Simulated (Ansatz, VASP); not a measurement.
**One calculation of Ti, two programs**

The input INCAR:

```
SYSTEM = Ti
PREC = Accurate
ENCUT = 520
EDIFF = 1E-8
ISMEAR = -1
SIGMA = 0.08
LREAL = .FALSE.
LASPH = .TRUE.
NELM = 100
ALGO = Normal
ISIF = 2
LWAVE = .FALSE.
LCHARG = .FALSE.
GGA = PE
LEFG = .TRUE.
NBANDS = 12
```

Contents of KPOINTS:

```
Automatic mesh
0
G
  17 17 17
  0 0 0
```

File POSCAR:

```
Ti
1.0
   -1.6738200000      1.6410000000      1.6410000000
    1.6410000000     -1.6738200000      1.6410000000
    1.6410000000      1.6410000000     -1.6738200000
Ti
1
Direct
    0.0000000000      0.0000000000      0.0000000000
```

Input for Ansatz:

```yaml
crystal:
  lattice:
    - [-1.67382, 1.641, 1.641]
    - [1.641, -1.67382, 1.641]
    - [1.641, 1.641, -1.67382]
  atoms:
    - { symbol: Ti, position: [0.0, 0.0, 0.0] }
kpoints:
  mp_grid: { grid: [17, 17, 17] }
scf:
  occupations: { method: fermi_dirac, width: 0.08 }
hamiltonian:
  xc: pbe
  pseudopotentials: { kind: paw }
output:
  forces: true
  stress: true
  eigenvalues: true
  efg: { contact_densities: true }
```

Change from the starting cell: equal xy, yz and zx shear strains of -2 %, PAW files.

Alike in both runs: task electric field gradients; functional PBE; k mesh 17 × 17 × 17; occupations fermi-dirac, width 0.08 eV; no spin polarisation.

|  | VASP | Ansatz |
| --- | --- | --- |
| version | VASP 6.6.1 | Ansatz 0.2.0 |
| potentials or method | VASP PAW PBE potentials, release 64 (Ti_sv) | PAW with Ansatz's default frozen-core files, scalar-relativistic |
| plane-wave cutoff (eV) | 520 | 420 |
| valence electrons in the cell | 12 | 12 |

VASP gave:

```
pressure (GPa)                                                 : -2.4
largest component of the traceless stress (GPa)                : 0.68
Vzz of the field gradient on the site that differs most (V/Å²) : 9.7
```

Task: Which values does Ansatz return?

Result: Pressure (GPa): -2.2; largest component of the traceless stress (GPa): 0.68; Vzz of the field gradient on the site that differs most (V/Å²): 9.9.
